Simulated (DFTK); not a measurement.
# GaN (P6_3mc) in DFTK: settings compared

Aim: see how the results for GaN move with the level of theory and the settings. Levels: LDA, PBE, PBEsol, RPBE. Tasks: single point.

Everything below comes from runs of DFTK 0.8.2. Logs are shortened: lines on timing, memory, paths and dates and some standing lists are left out, and cuts for length are marked.

**Measured values to compare with.**

From “Studying electronic properties in GaN without electrical contacts using γ-γ vs e−-γ Perturbed Angular Correlations”, 2019, pmc:6823545, for a bulk crystal of GaN: band gap 3.503 ± 0.005 eV (direct).

The results are compared with them further down.

### 1 Starting point

The structure is hexagonal, space group P6_3mc (No. 186). Conventional cell: a = 3.180 Å, b = 3.180 Å, c = 5.166 Å, α = 90.00°, β = 90.00°, γ = 120.00°. Ga (site symmetry 3m) has 4 N at 1.94 to 1.95 Å as nearest neighbours. N (site symmetry 3m) is surrounded by 4 Ga at 1.94 to 1.95 Å.

### 2 Single point, LDA

The input, run.jl:

```julia
using DFTK
using PseudoPotentialData
using Unitful, UnitfulAtomic
using LinearAlgebra, Printf
include("save.jl")
disable_threading()

# lattice vectors are the columns
lattice = austrip(1u"Å") * [          3.18          -1.59            0.0;
                      0.0    2.753960784            0.0;
                      0.0            0.0          5.166]
symbols   = [:Ga, :Ga, :N, :N]
positions = [[0.6666666667, 0.3333333333, 0.5],
             [0.3333333333, 0.6666666667, 0.0],
             [0.6666666667, 0.3333333333, 0.875],
             [0.3333333333, 0.6666666667, 0.375]]
pseudopotentials = Dict(:Ga => "Ga.upf", :N => "N.upf")
elements = Dict(s => ElementPsp(s, pseudopotentials; rcut=10.0) for s in unique(symbols))
atoms    = [elements[s] for s in symbols]

build_model(lattice, positions; symmetries=true) =
    model_DFT(lattice, atoms, positions;
              functionals=LDA(),
              temperature=austrip(0.05u"eV"),
              smearing=Smearing.FermiDirac(),
              symmetries)
Ecut  = 45.0  # hartree
kgrid = [9, 9, 4]
tol   = 1e-6
to_GPa = ustrip(uconvert(u"GPa", 1u"hartree/bohr^3"))

model = build_model(lattice, positions)
basis = PlaneWaveBasis(model; Ecut, kgrid)
display(basis)
scfres = self_consistent_field(basis;
                               tol,
                               nbandsalg=AdaptiveBands(model; n_bands_converge=23))
display(scfres.energies)
@printf "Fermi level: %.6f eV\n" ustrip(auconvert(u"eV", something(scfres.εF, NaN)))
forces = compute_forces_cart(scfres)
println("Forces (eV/Å)")
for (s, f) in zip(symbols, forces)
    @printf "%-3s %12.6f %12.6f %12.6f\n" s ustrip.(auconvert.(u"eV/Å", f))...
end
stress = compute_stresses_cart(scfres)
println("Stress (GPa)")
display(round.(stress * to_GPa; digits=4))
println("Levels at the first k-point (eV): ", round.(ustrip.(auconvert.(u"eV", scfres.eigenvalues[1][1:scfres.n_bands_converge])); digits=4))
save_scf!(scfres; forces, stress)
```

Potentials or basis: SG15 1.2 (PBE).

Run with:

```sh
$ julia --threads=1 run.jl  # save.jl only writes the numbers to a file and isn't shown; printed stress counts tension as positive; times include loading and compiling
```

Log:

```text
PlaneWaveBasis discretization:

    Ecut                 : 45.0 Ha
    fft_size             : (40, 40, 64), 102400 total points
    kgrid                : MonkhorstPack([9, 9, 4])
    num.   red. kpoints  : 324
    num. irred. kpoints  : 48

    Discretized Model(lda_x+lda_c_pw, 3D):
        lattice (in Bohr)    : [6.00933   , -3.00466  , 0         ]
                               [0         , 5.20423   , 0         ]
                               [0         , 0         , 9.76233   ]
        unit cell volume     : 305.31 Bohr³

        atoms                : Ga₂N₂
        atom potentials      : ElementPsp(:Ga, "Ga.upf")
                               ElementPsp(:Ga, "Ga.upf")
                               ElementPsp(:N, "N.upf")
                               ElementPsp(:N, "N.upf")

        num. electrons       : 36
        spin polarization    : none
        temperature          : 0.0018375 Ha
        smearing             : DFTK.Smearing.FermiDirac()

        terms                : Kinetic()
                               AtomicLocal()
                               AtomicNonlocal()
                               Ewald(nothing)
                               PspCorrection()
                               Hartree()
                               Xc(lda_x, lda_c_pw)
                               Entropy()
n     Energy            log10(ΔE)   log10(Δρ)   Diag   Δtime
---   ---------------   ---------   ---------   ----   ------
  1   -150.5184900381                   -0.43    4.5    21.6s
  2   -150.7286767143       -0.68       -1.01    3.0    19.3s
  3   -150.7392741926       -1.97       -1.58    2.9    15.8s
  4   -150.7394638067       -3.72       -2.10    1.0    10.1s
  5   -150.7394877286       -4.62       -2.66    2.1    14.3s
  6   -150.7394926563       -5.31       -3.38    2.0    13.6s
  7   -150.7394928396       -6.74       -3.63    3.1    14.9s
  8   -150.7394928791       -7.40       -4.08    1.4    9.06s
  9   -150.7394928883       -8.04       -4.82    2.6    13.7s
 10   -150.7394928884       -9.88       -5.01    2.9    15.4s
 11   -150.7394928885      -10.19       -5.70    1.2    11.1s
 12   -150.7394928885      -11.09       -6.44    2.7    15.7s
Energy breakdown (in Ha):
    Kinetic             134.8854392
    AtomicLocal         -109.2638253
    AtomicNonlocal      -86.5814012
    Ewald               -117.0034742
    PspCorrection       8.0016577
    Hartree             41.8746816
    Xc                  -22.6525707
    Entropy             -0.0000000

    total               -150.739492888470
Fermi level: 5.515144 eV
Forces (eV/Å)
Ga     -0.000001    -0.000001    -0.120594
Ga      0.000000    -0.000002    -0.120594
N      -0.000000    -0.000000     0.120722
N       0.000000    -0.000000     0.120722
Stress (GPa)
3×3 StaticArraysCore.SMatrix{3, 3, Float64, 9} with indices SOneTo(3)×SOneTo(3):
  3.4823  0.0     0.0
  0.0     3.4823  0.0
 -0.0     0.0     1.1581
Levels at the first k-point (eV): [-11.5547, -10.4497, -8.5889, -8.566, -8.566, -8.497, -8.497, -8.2879, -8.2879, -8.179, -8.179, -7.0367, -2.7172, 3.5178, 3.5178, 4.5588, 4.6257, 4.6257, 6.4046, 8.6581, 13.7551, 14.2398, 14.2398]
```

Run time: 6.1 min. Hardware: 1 thread of Intel Xeon Platinum 8375C at 2.90GHz (Ice Lake), shared host; peak memory 2.2 GiB.

Results:

```yaml
Free_energy: -4101.8306 eV
Pressure: -2.7 GPa
Largest_force: 0.121 eV/Å
Band_gap_on_the_k_mesh: 1.78 eV, direct
```

Forces in eV/Å, atoms in the order of the input:
```
Ga   0.000  0.000 -0.121
Ga   0.000  0.000 -0.121
N    0.000  0.000  0.121
N    0.000  0.000  0.121
```

Caveat: the potentials were made for another functional, which shifts forces and pressure.

### 3 Single point, PBE

run.jl: that of step 2 with these lines changed.

```diff
@@ -22,3 +22,3 @@
     model_DFT(lattice, atoms, positions;
-              functionals=LDA(),
+              functionals=PBE(),
               temperature=austrip(0.05u"eV"),
```

Potentials or basis: SG15 1.2 (PBE).

Run with:

```sh
$ julia --threads=1 run.jl  # save.jl only writes the numbers to a file and isn't shown; printed stress counts tension as positive; times include loading and compiling
```

It took 5.6 min on 1 thread of Intel Xeon Platinum 8375C at 2.90GHz (Ice Lake), shared host; peak memory 2.3 GiB.

The run converged. Its results:

- Free energy: -4116.1530 eV
- Pressure: 7.6 GPa
- Largest force: 0.138 eV/Å
- Band gap on the k mesh: 2.03 eV, direct

Forces in eV/Å, atoms in the order of the input:
```
Ga   0.000  0.000 -0.138
Ga   0.000  0.000 -0.138
N    0.000  0.000  0.137
N    0.000  0.000  0.137
```

Stress tensor (GPa, compression positive):
```
6.85 0.00 0.00
0.00 6.85 0.00
0.00 0.00 9.01
```

Levels at points of the mesh, in eV from the valence-band top:
```
            k point  band 16  band 17  band 18  band 19  band 20  band 21
 (0.00, 0.00, 0.00)    -0.06     0.00     0.00     2.03     4.35     9.27
(0.00, 0.00, -0.50)    -0.54    -0.54    -0.54     4.34     4.34     8.58
```

### 4 Single point, PBEsol

run.jl: that of step 3 with these lines changed.

```diff
@@ -22,3 +22,3 @@
     model_DFT(lattice, atoms, positions;
-              functionals=PBE(),
+              functionals=PBEsol(),
               temperature=austrip(0.05u"eV"),
```

Run with:

```sh
$ julia --threads=1 run.jl  # save.jl only writes the numbers to a file and isn't shown; printed stress counts tension as positive; times include loading and compiling
```

Wall time 5.9 min (1 thread of Intel Xeon Platinum 8375C at 2.90GHz (Ice Lake), shared host); peak memory 2.3 GiB.

It converged, with:

* Free energy: -4106.6270 eV
* Pressure: 2.2 GPa
* Largest force: 0.133 eV/Å
* Band gap on the k mesh: 1.90 eV, direct

Forces on the atoms (eV/Å):
```
Ga   0.000  0.000 -0.133
Ga   0.000  0.000 -0.133
N    0.000  0.000  0.132
N    0.000  0.000  0.132
```

Stress tensor (GPa, compression positive):
```
1.47 0.00 0.00
0.00 1.47 0.00
0.00 0.00 3.61
```

Levels at points of the mesh, in eV from the valence-band top:
```tsv
k point	band 14	band 15	band 16	band 17	band 18	band 19	band 20	band 21	band 22	band 23
(0.00, 0.00, 0.00)	-1.08	-1.08	-0.06	0.00	0.00	1.90	4.21	9.16	9.82	9.82
(0.00, 0.00, -0.50)	-3.92	-0.55	-0.55	-0.55	-0.55	4.22	4.22	8.44	8.44	10.34
```

Caveat: the potentials were made for another functional, which shifts forces and pressure.

### 5 Single point, RPBE

run.jl: that of step 4 with these lines changed.

```diff
@@ -22,3 +22,3 @@
     model_DFT(lattice, atoms, positions;
-              functionals=PBEsol(),
+              functionals=[:gga_x_rpbe, :gga_c_pbe],
               temperature=austrip(0.05u"eV"),
```

Run with:

```sh
$ julia --threads=1 run.jl  # save.jl only writes the numbers to a file and isn't shown; printed stress counts tension as positive; times include loading and compiling
```

It took 6.2 min on 1 thread of Intel Xeon Platinum 8375C at 2.90GHz (Ice Lake), shared host; peak memory 2.2 GiB.

It converged, with:

```
Free energy            : -4119.3788 eV
Pressure               : 11.6 GPa
Largest force          : 0.149 eV/Å
Band gap on the k mesh : 2.16 eV, direct
```

Forces on the atoms (eV/Å):
```
Ga   0.000  0.000 -0.149
Ga   0.000  0.000 -0.149
N    0.000  0.000  0.146
N    0.000  0.000  0.146
```

Stress tensor (GPa, compression positive):
```
10.86  0.00  0.00
 0.00 10.86  0.00
 0.00  0.00 12.93
```

Levels at points of the mesh, in eV from the valence-band top:
```
            k point  band 15  band 16  band 17  band 18  band 19  band 20  band 21  band 22
 (0.00, 0.00, 0.00)    -1.04    -0.06     0.00     0.00     2.16     4.50     9.36    10.12
(0.00, 0.00, -0.50)    -0.53    -0.53    -0.53    -0.53     4.46     4.46     8.70     8.70
```

Caveat: the potentials were made for another functional, which shifts forces and pressure.

### 6 Overview

| level | gap on the mesh (eV) | pressure (GPa) | largest force (eV/Å) |
| --- | --- | --- | --- |
| LDA | 1.78 | -2.7 | 0.12 |
| PBE | 2.03 | 7.6 | 0.14 |
| PBEsol | 1.90 | 2.2 | 0.13 |
| RPBE | 2.16 | 11.6 | 0.15 |

Alike in all rows: task single point; potentials or basis SG15 1.2 (PBE); no spin polarisation; cell as given; k mesh 9 × 9 × 4; cutoff (eV) 1225; smearing fermi-dirac 0.05 eV.

On the cell as given the gap runs from 1.78 eV (LDA) to 2.16 eV (RPBE). The pressure there spans -2.7 GPa (LDA) to 11.6 GPa (RPBE); a positive pressure means that this level wants a larger cell, a negative one a smaller.

Caveats: the potentials were made for another functional, which shifts forces and pressure (some runs).

Absolute energies hang on the potentials; compare differences alone.

### 7 Against experiment

Step 2. Measured gap of GaN: 3.503 eV (direct; quoted in “Studying electronic properties in GaN without electrical contacts using γ-γ vs e−-γ Perturbed Angular Correlations”, 2019, pmc:6823545). This calculation gives 1.78 eV (-1.72 eV). Spin-orbit coupling on Ga is left out. The value is that of LDA, without temperature or zero-point motion. Semilocal functionals fall short of measured gaps as a rule.

Step 3. Measured gap of GaN: 3.503 eV (direct; quoted in “Studying electronic properties in GaN without electrical contacts using γ-γ vs e−-γ Perturbed Angular Correlations”, 2019, pmc:6823545). This calculation gives 2.03 eV (-1.47 eV). Spin-orbit coupling on Ga is left out. The value is that of PBE, without temperature or zero-point motion. Semilocal functionals fall short of measured gaps as a rule.

Step 4. Against the measured gap of GaN, 3.503 eV (direct; quoted in “Studying electronic properties in GaN without electrical contacts using γ-γ vs e−-γ Perturbed Angular Correlations”, 2019, pmc:6823545), the calculated 1.90 eV is off by -1.61 eV. Spin-orbit coupling on Ga is left out. The value is that of PBEsol, without temperature or zero-point motion. Semilocal functionals fall short of measured gaps as a rule.

Step 5. A measured gap of GaN is 3.503 eV (direct; quoted in “Studying electronic properties in GaN without electrical contacts using γ-γ vs e−-γ Perturbed Angular Correlations”, 2019, pmc:6823545); the calculated 2.16 eV misses it by -1.35 eV. Spin-orbit coupling on Ga is left out. The value is that of RPBE, without temperature or zero-point motion. Semilocal functionals fall short of measured gaps as a rule.
